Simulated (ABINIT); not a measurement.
# Nb: equation of state with LDA

Crystal: Nb.

```
Nb
1.0
    -1.66395    1.66395    1.66395
     1.66395   -1.66395    1.66395
     1.66395    1.66395   -1.66395
Nb
1
Direct
  0.00000 0.00000 0.00000
```

```json
{"Program": "ABINIT 10.8.3 (patched build)", "Task": "equation of state", "Functional": "LDA", "Potentials or basis": "PseudoDojo NC SR LDA v0.4 stringent", "Cutoff": "1116 eV", "k mesh": "11 × 11 × 11", "Occupations": "fermi-dirac, width 0.05 eV", "Spin": "no spin polarisation"}
```

The equilibrium volume is 17.21 Å³/atom (rough: see the caveat) and the bulk modulus is 187 GPa (rough).

Energy against volume, from the lowest point:
```csv
volume (Å³/atom),energy (meV/atom)
17.322,0.00
17.691,7.16
18.060,22.45
18.428,45.22
18.797,74.83
19.165,110.66
19.534,152.14
```

Run time: 71 s on 1 thread of Intel(R) Xeon(R) 6975P-C (Granite Rapids), on a shared host, peak memory 0.1 GiB.

Caveat: pressures at fixed basis lie under the slope of the energies; the minimum lies outside the volumes run.
